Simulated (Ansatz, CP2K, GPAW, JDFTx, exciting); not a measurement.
One calculation of SiC, 5 ways

```
Si C
1.0
     3.08157    0.00000    0.00000
     1.54079    2.66872    0.00000
     1.54079    0.88957    2.51609
Si C
1 1
Direct
  0.00000 0.00000 0.00000
  0.75000 0.75000 0.75000
```

Alike in all runs: task single point; functional PBEsol; k mesh 10 × 10 × 10; occupations gaussian, width 0.1 eV; no spin polarisation; no spin-orbit coupling. Pressure is positive in compression and, in plane waves, holds the error of the finite cutoff.

| program and potentials | plane-wave cutoff (eV) | notes | band gap (eV) | pressure (GPa) |
| --- | --- | --- | --- | --- |
| exciting, all-electron LAPW+lo, shipped species files, valence relativity iora* | - | - | 1.25 | - |
| JDFTx, PseudoDojo-SR-PBEsol-0.4.1-standard with smoothed tails | 1116 | - | 1.24 | -0.13 |
| Ansatz, all-electron LAPW, scalar-relativistic | - | - | 1.24 | -0.23 |
| CP2K, POTENTIAL_UZH Si GTH-PBE-q4, C GTH-PBE-q4; TZVP-MOLOPT-PBE-GTH basis | - | atomic basis; potentials made for PBE | 1.41 | 1.73 |
| GPAW, PAW data sets generated for this functional | 800 | - | 1.24 | 0.99 |

The band gap spans 1.24 (GPAW, PAW data sets generated for this functional) to 1.41 eV (CP2K, POTENTIAL_UZH Si GTH-PBE-q4, C GTH-PBE-q4; TZVP-MOLOPT-PBE-GTH basis), with all-electron results at 1.24 to 1.25. The pressure spans -0.23 (Ansatz, all-electron LAPW, scalar-relativistic) to 1.73 GPa (CP2K, POTENTIAL_UZH Si GTH-PBE-q4, C GTH-PBE-q4; TZVP-MOLOPT-PBE-GTH basis), with all-electron results at -0.23. The gap is indirect and read on the mesh alone. Rows in atomic bases carry the error of their basis and grid, which can be large.

The functional is the same throughout but for its coding, so the spread measures potentials, basis and numerics; runs on potential files found faulty are left out.
